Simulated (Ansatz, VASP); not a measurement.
**One calculation of Sb3S5, two programs**

```
CELL_PARAMETERS angstrom
3.86000 0.00000 0.00000
-1.93000 3.34286 0.00000
0.00000 0.00000 15.40000
ATOMIC_POSITIONS crystal
Sb 0.00000 0.00000 0.50000
Sb 0.33333 0.66667 0.11000
Sb 0.66667 0.33333 0.89000
S 0.66667 0.33333 0.60000
S 0.33333 0.66667 0.40000
S 0.66667 0.33333 0.20300
S 0.33333 0.66667 0.79700
S 0.00000 0.00000 0.00000
```

Alike in both runs: task relaxation of cell and atoms; functional PBE; k mesh 5 × 5 × 1; occupations gaussian, width 0.2 eV; no spin polarisation.

```csv
,VASP,Ansatz
version,VASP 6.6.1,Ansatz 0.2.0
potentials or method,"VASP PAW PBE potentials, release 64 (Sb, S)","scalar-relativistic, plane waves, PAW"
plane-wave cutoff (eV),600,420
valence electrons in the cell,45,75
```

Ansatz gave:

* gap on the k mesh at the Fermi level, each at its own relaxed structure (eV): none
* relaxed volume (Å³/atom): 26.07
* relaxed cell length with the largest relative difference (Å): 16.058
* energy change over the relaxation (meV/atom): -21

Problem. Which values does VASP return?

Solution. gap on the k mesh at the Fermi level, each at its own relaxed structure (eV): none; relaxed volume (Å³/atom): 25.96; relaxed cell length with the largest relative difference (Å): 16.154; energy change over the relaxation (meV/atom): -20.

A gap of «none» marks a metal or a gap that the smearing closes. The two sets of potentials don't hold the same shells in valence.

Caveats: the k mesh is coarse (spacing up to 0.41 Å⁻¹), so the values aren't converged; this functional lacks dispersion, which binds the layers, so the pressure and a relaxed spacing across them are unreliable. The runs have no spin-orbit coupling, so splittings on Sb are missing.
